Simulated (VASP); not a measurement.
```
CELL_PARAMETERS angstrom
      0.00000     3.11584     3.11584
      3.11584     0.00000     3.11584
      3.11584     3.11584     0.00000
ATOMIC_POSITIONS crystal
  Al 0.00000 0.00000 0.00000
  Sb 0.26605 0.26605 0.23395
```

Method: PBE GGA, VASP's PBE PAW potentials (set 64) (plane waves; VASP). Settings: 480 eV cut-off, 8×8×8 Γ-centred mesh, Gaussian smearing of 0.050 eV, potentials Al Sb.

Unless said otherwise, spin-orbit coupling is left out, though it shifts the bands of the heavy elements here.

Q: Predict the energy per atom (σ→0), largest force, band gap (on the k-mesh) with the smallest direct gap where there is one.

A: 
```
Item                                         Result
-----------------------------------  --------------
band gap (on the k-mesh)                    0.88 eV
smallest direct gap (on the k-mesh)         1.00 eV
energy per atom (σ→0)                -4.088 eV/atom
largest force                            0.750 eV/Å
```

Only differences to runs with the same potentials and settings are physical.

The compound is AlSb in the zinc blende structure. This cell was strained or had an atom moved on purpose.
